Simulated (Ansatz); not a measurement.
# LiNbO$_{3}$: experiment and calculation

**The experiment to reproduce.**

From “Crystallographic and optical study of LiNb1 − xTaxO3”, 2017, pmc:5642313, for a bulk crystal of LiNbO3: lattice constant a 5.146 ± 0.001 Å; lattice constant c 13.8631 ± 0.0004 Å.

The results are compared with them further down.

Computed with Ansatz, DFT r2SCAN, scalar-relativistic, plane waves, PAW.

Plane waves to 500 eV, a k mesh through Γ of 6×6×6 on the computed 10-atom cell and Gaussian smearing (0.02 eV); no spin polarisation.

Relaxed structure, symmetry kept:

```cif
data_structure
_symmetry_space_group_name_H-M 'R3c:H'
_symmetry_Int_Tables_number 161
_cell_length_a 5.1376
_cell_length_b 5.1376
_cell_length_c 13.8837
_cell_angle_alpha 90.000
_cell_angle_beta 90.000
_cell_angle_gamma 120.000
_cell_volume 317.36
loop_
_atom_site_label
_atom_site_type_symbol
_atom_site_symmetry_multiplicity
_atom_site_Wyckoff_symbol
_atom_site_fract_x
_atom_site_fract_y
_atom_site_fract_z
_atom_site_occupancy
Li1 Li 6 a 0.66667 0.33333 0.05126 1
Nb1 Nb 6 a 0.66667 0.33333 0.33320 1
O1 O 18 b 0.01019 0.37808 0.27013 1
```

```
Space group                                                                                                                                                                                                                         : R3c (No. 161)
Volume per atom                                                                                                                                                                                                                     : 10.58 Å³
Formation energy from the elements' standard states (uncorrected)                                                                                                                                                                   : -2.797 eV/atom
Generalised Kohn–Sham band gap                                                                                                                                                                                                      : 4.00 eV, indirect from (0.146, 0.146, 0.146) to (0.000, 0.380, -0.380) (the valley at (-0.107, 0.000, -0.107) lies within 0.03 eV, so the order isn't resolved)
Löwdin character of the top 1 eV of the valence band                                                                                                                                                                                : O 2p 94 %
Löwdin character of the lowest 1 eV of the conduction band                                                                                                                                                                          : Nb 4d 76 %, O 2p 19 %
Electron masses at the edge by Cartesian direction of the computed cell, whose vectors are (2.569, 1.483, 4.628), (-2.569, 1.483, 4.628), (0.000, -2.966, 4.628) Å (m_e; degenerate bands sorted by energy; no spin-orbit coupling) : x: 1.4; y: 1.1; z: 0.92
Hole masses at the edge by Cartesian direction of the computed cell, whose vectors are (2.569, 1.483, 4.628), (-2.569, 1.483, 4.628), (0.000, -2.966, 4.628) Å (m_e; degenerate bands sorted by energy; no spin-orbit coupling)     : x: 2.6, 1.1; y: 2.5, 1.1; z: 3.8, 3.8
Bulk modulus                                                                                                                                                                                                                        : 115 GPa
Its pressure derivative                                                                                                                                                                                                             : 5.5
Bader charges (e)                                                                                                                                                                                                                   : Li (2 in the cell) 0.91, Nb (2 in the cell) 2.87, O (6 in the cell) -1.26
```

Measured lattice constant a of LiNbO3: 5.146 Å (the paper above). This calculation gives 5.138 Å (-0.2 %). 3 values of this kind are on record (5.146 to 5.14829 Å); this one was drawn at random among those near their median, those with a stated uncertainty first. A measured lattice constant c of LiNbO3 is 13.8631 Å (quoted in the paper above); the calculated 13.884 Å misses it by +0.1 %. 3 values of this kind are on record (13.859 to 13.8631 Å); this one was drawn at random among those near their median, those with a stated uncertainty first. The calculation is for 0 K without zero-point motion.

Cost: 8 runs of about 43 core-minutes in all, on Intel Xeon Processor @ 2.50GHz (Skylake/Cascade Lake) (shared hosts).